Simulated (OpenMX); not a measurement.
## InSe: equation of state with LDA

The system is InSe.

```
In Se
1.0
     4.05000    0.00000    0.00000
    -2.02500    3.50740    0.00000
     0.00000    0.00000   16.93000
In Se
4 4
Cartesian
  2.0250 1.1691 14.2720
  0.0000 2.3383 5.8070
  2.0250 1.1691 11.1230
  0.0000 2.3383 2.6580
  2.0250 1.1691 6.7381
  0.0000 2.3383 15.2031
  2.0250 1.1691 1.7269
  0.0000 2.3383 10.1919
```

- Program: OpenMX 3.8.5
- Task: equation of state
- Functional: LDA
- Potentials or basis: OpenMX 2013 LDA set, In7.0-s3p2d2, Se7.0-s3p2d2, fixed grid of 48 × 48 × 225 points
- k mesh: 9 × 9 × 3
- Occupations: fermi-dirac, width 0.05 eV
- Spin: no spin polarisation
- Mixing scheme: rmm-diisk
- SCF threshold: 1e-08 Ha
- Solver: band
- Grid points, held for all volumes: 48 × 48 × 225

```json
{"Equilibrium volume": "33.32 Å³/atom (rough: see the caveat)", "Bulk modulus at fixed shape and positions": "41 GPa (rough)"}
```

Energy against volume, from the lowest point:
```csv
volume (Å³/atom),energy (meV/atom)
28.258,123.56
28.859,90.08
29.460,62.49
30.061,40.17
30.663,22.60
31.264,9.37
31.865,0.00
```

Caveat: the basis has few d functions beyond the semicore shells, which can make volumes several per cent too large; the minimum lies outside the volumes run; volumes in these bases differ from converged ones by about 1 %, for some elements by several; the cell was scaled at fixed shape and fractional positions, which overstates the stiffness of a crystal with free parameters, most of all of layers and chains; the basis of atomic orbitals isn't converged, which shifts pressures, moduli and gaps.
